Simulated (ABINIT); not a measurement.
Runs of ABINIT 10.8.3 (patched build) on MgB2. It takes space group P6/mmm (No. 191, hexagonal). The conventional cell has a = 3.085 Å, b = 3.085 Å, c = 3.523 Å, α = 90.00°, β = 90.00°, γ = 120.00°. Mg (site symmetry 6/mmm) has 12 B at 2.51 Å as nearest neighbours. B (site symmetry -6m2) has 3 B at 1.78 Å as nearest neighbours. 

```tsv
task	level	potentials or basis	cell	k mesh	cutoff (eV)	cutoff smearing ecutsm (Ha)	stop of the response cycle (tolvrs)	q points	q points (reduced)	cell freedom (optcell)	gap on the mesh (eV)	pressure (GPa)	relaxed volume (Å³/atom)
single point	LDA	PseudoDojo NC SR LDA v0.4.1 standard	cell relaxed	8 × 8 × 6	1143	-	-	-	-	-	none	0.0	-
phonons at a zone-boundary q	PBEsol	PseudoDojo NC SR PBEsol v0.4.1 standard	cell relaxed at zero pressure by an earlier run	8 × 8 × 6, shifted	1143	0.5	1e-08	["M"]	[[0.5, 0.0, 0.0]]	-	-	-0.1	-
single point	LDA	PseudoDojo NC SR LDA v0.4.1 standard	as given	8 × 8 × 6	1088	-	-	-	-	-	none	(a)	-
single point	PBEsol	PseudoDojo NC SR PBEsol v0.4.1 standard	cell relaxed	8 × 8 × 6	1143	-	-	-	-	-	none	0.0	-
relaxation of cell and atoms	PBEsol	PseudoDojo NC SR PBEsol v0.4.1 standard	relaxed	8 × 8 × 6	1143	0.5	-	-	-	2	none	0.0	9.49
relaxation of cell and atoms	LDA	PseudoDojo NC SR LDA v0.4.1 standard	relaxed	8 × 8 × 6	1143	0.5	-	-	-	2	none	0.0	9.20
```

Alike in all rows: no spin polarisation; smearing fermi-dirac 0.05 eV.

Question: Fill in the values left out.

Answer: (a) -7.4.

Caveats: the mesh is coarse for a metal's response (some runs).

A gap of «none» marks a metal or a gap under the smearing width.

Runs at the PBE level aren't shown here.
